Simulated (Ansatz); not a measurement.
An Ansatz run on CdSe (F-43m) from a database of computed structures left the output below. Cell and atoms come from a relaxation with r2SCAN.

Structure:
```cif
data_structure
_symmetry_space_group_name_H-M 'P 1'
_symmetry_Int_Tables_number 1
_cell_length_a 4.3385
_cell_length_b 4.3385
_cell_length_c 4.3385
_cell_angle_alpha 60.000
_cell_angle_beta 60.000
_cell_angle_gamma 60.000
_cell_volume 57.74
loop_
_atom_site_label
_atom_site_type_symbol
_atom_site_fract_x
_atom_site_fract_y
_atom_site_fract_z
_atom_site_occupancy
Cd1 Cd 0.00000 0.00000 0.00000 1
Se1 Se 0.75000 0.75000 0.75000 1
```

Main lines of the log:
```
scf.n_extra_bands = 4 over 18 filled bands (N_el = 36.0): the run solves 22 bands
Functional definition: SPW92
Crystal: 2 atoms, lattice volume = 57.745 Å³
Basis set: ecut = 420 eV, 1139 PW (Γ)
Bands: 22, of which v1, the nominal top of the filled ones, is band 18 counted from 1 (17 counted from 0)
Symmetry: 24 space group operations
Space group: F-43m (ITA 216)
k-points: 29 of 512 (time reversal used)
preconditioner: auto → none  [insulator: Δε(μ)=0.215 eV  ℏωp=20.7 eV]
SCF converged after 6 iterations
Free energy (F): -13502.199739 eV
Fermi energy:    6.782686 eV
--- Per-component energies (eV) ---
  E_band       = -914.372560
  E_kinetic    = 623.621338
  E_local      = -6449.406265
  E_nonlocal   = -548.186497
  E_hartree    = 3053.513761
  E_xc         = -278.471711
  E_vxc        = -319.067755
  E_paw        = -5774.644150
  E_vpaw       = -328.364295
  E_ewald      = -4131.609513
  E_core_change = 2.983931
--- Forces (eV/Å), atoms counted from 1 ---
  atom   1  Cd      0.00000      0.00000      0.00000
  atom   2  Se      0.00000      0.00000      0.00000
--- Stress (GPa, compression-positive) ---
       -3.159742       0.000000       0.000000
        0.000000      -3.159742       0.000000
        0.000000       0.000000      -3.159742
  P = ⅓ Tr σ = -3.1597 GPa (-31.597 kbar)
--- Band table (eV; the first three rows and the last of 29) ---
  k-point 0: bands = […, -1.0598, -0.7080, -0.7080, 6.7827, 6.7827, 6.7827, 7.0609, 12.5897, 12.5897, 12.5897]
  k-point 1: bands = […, -1.0147, -0.7089, -0.7089, 5.5025, 6.6614, 6.6614, 8.1408, 12.3433, 12.7863, 12.7863]
  k-point 2: bands = […, -0.8617, -0.7062, -0.7062, 4.0995, 6.3938, 6.3938, 8.8236, 12.5160, 13.0980, 13.0980]
  k-point 28: bands = […, -0.7412, -0.7038, -0.2638, 2.8322, 4.6093, 4.6363, 11.5672, 11.8414, 13.0097, 14.1998]
```

bands.tsv, columns around the gap (it counts bands from 0):
```tsv
# k_distance	band_13	band_14	band_15	band_16	band_17	band_18	band_19	band_20	band_21
# fermi_ev = 6.782686
# [0, 0, 0] at k_distance = 0.000000
# [-0.5, -0.5, 0] at k_distance = 1.024053
# [-0.375, -0.375, 0.25] at k_distance = 1.386111
# [-0.375, 0, 0.375] at k_distance = 2.013213
# [0, 0, 0.5] at k_distance = 2.640315
# [-0.5, -0.25, 0.25] at k_distance = 3.364430
# levels_relative_to = fermi_ev
0.000	-7.491	-7.491	0.000	0.000	0.000	0.278	5.807	5.807	5.807
1.024	-7.436	-7.164	-4.046	-1.793	-1.793	2.992	3.581	8.724	9.865
1.386	-7.463	-7.082	-3.981	-2.456	-1.468	3.536	4.945	7.982	8.378
2.013	-7.463	-7.082	-3.981	-2.456	-1.468	3.536	4.945	7.982	8.378
2.640	-7.469	-7.222	-4.324	-0.724	-0.724	2.144	6.324	6.324	7.099
3.364	-7.486	-7.047	-3.950	-2.173	-2.146	4.785	5.059	6.227	7.417
```
In order the rows are Γ, X, U, K, L, W.

Task: Write the input file that gave this output.

Result:
```yaml
crystal:
  # lattice and atoms as above
kpoints:
  mp_grid: { grid: [8, 8, 8] }
  band_path:
    path:
      - [0.0, 0.0, 0.0]
      - [-0.5, -0.5, 0.0]
      - [-0.375, -0.375, 0.25]
      - [-0.375, 0.0, 0.375]
      - [0.0, 0.0, 0.5]
      - [-0.5, -0.25, 0.25]
    npoints: 1
hamiltonian:
  xc: lda
scf:
  occupations: { method: fixed }
  n_extra_bands: 4
output:
  forces: true
  stress: true
  eigenvalues: true
```
A single point prints forces and stress when the output block asks for them. Keys that only write grids to files are left aside. Not every key shows in the log; this is the file that was used.

Run as `ansatz run input.yaml --threads 2 --pin off --max-ram 29491MiB --backend cpu --events-out ev --progress --plain --runs-dir out`. Wall time 1.9 s on 2 threads of AMD EPYC 7R13 Processor (Zen 3) (shared host), load about 1.9 per core; peak host memory 0.48 GiB.

(Simulation; spin polarisation is off.)

Spin-orbit coupling is left out.
